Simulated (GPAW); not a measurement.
The system is ZnSe.

```xyz
4
Lattice="4.1077 0.0000 0.0000 0.0000 4.1077 0.0000 0.0000 0.0000 6.0704" Properties=species:S:1:pos:R:3 pbc="T T T"
Se    2.0539    0.0000    4.5753
Se    0.0000    2.0539    1.4950
Zn    2.0539    2.0539    0.0000
Zn    0.0000    0.0000    0.0000
```

Measurements of this composition are mostly on another form, of space group No. 216.

```yaml
Program: GPAW 26.7.0
Task: relaxation of cell and atoms
Functional: LDA
Potentials_or_basis: the program's PAW data sets (release 1.2.1) made for this functional
Cutoff: 600 eV
Basis: pw
k_mesh: 5 × 5 × 4
Occupations: fermi-dirac, width 0.05 eV
Spin: no spin polarisation
```

At the start: pressure -4.9 GPa; volume 25.61 Å³/atom.

Where does the relaxation end?

Over 17 steps the energy falls by 53.0 meV/atom and the volume is 20.73 Å³/atom (-19.0 %); space group P4/nmm (No. 129, to 0.05 Å).

Step by step:
```
step  energy change (eV)  largest force (eV/Å)  pressure (GPa)  volume (Å³)
   1              0.0000                0.6591           -4.85       102.43
   2             -0.0351                0.5076           -4.23       101.58
   3             -0.1119                0.3397           -0.49        97.21
   4             -0.1154                0.2551           -0.82        97.36
   5             -0.1257                0.0883           -1.33        97.02
   6             -0.1408                0.0905           -1.58        95.43
   7             -0.1520                0.1329           -1.14        93.18
   8             -0.1566                0.0374           -0.41        91.75
   9             -0.1576                0.0323           -0.09        91.46
  10             -0.1583                0.0693            0.05        91.31
  11             -0.1611                0.1576            0.39        90.72
  12             -0.1672                0.2741            0.86        89.40
  13             -0.1801                0.4157            1.53        86.47
  14             -0.1941                0.4232            1.74        83.57
  15             -0.2058                0.2584            0.95        82.85
  16             -0.2114                0.0644            0.11        83.06
  17             -0.2120                0.0007           -0.01        82.93
```

Final structure:
```
CELL_PARAMETERS angstrom
3.98688 0.00000 0.00000
0.00000 3.98688 0.00000
0.00000 0.00000 5.21712
ATOMIC_POSITIONS crystal
Se 0.50000 0.00000 0.71937
Se 0.00000 0.50000 0.28063
Zn 0.50000 0.50000 0.00000
Zn 0.00000 0.00000 0.00000
```

Caveat: later steps reuse the first step's grids; the volume moved by over 15 % at a fixed basis, so the end points are rough.
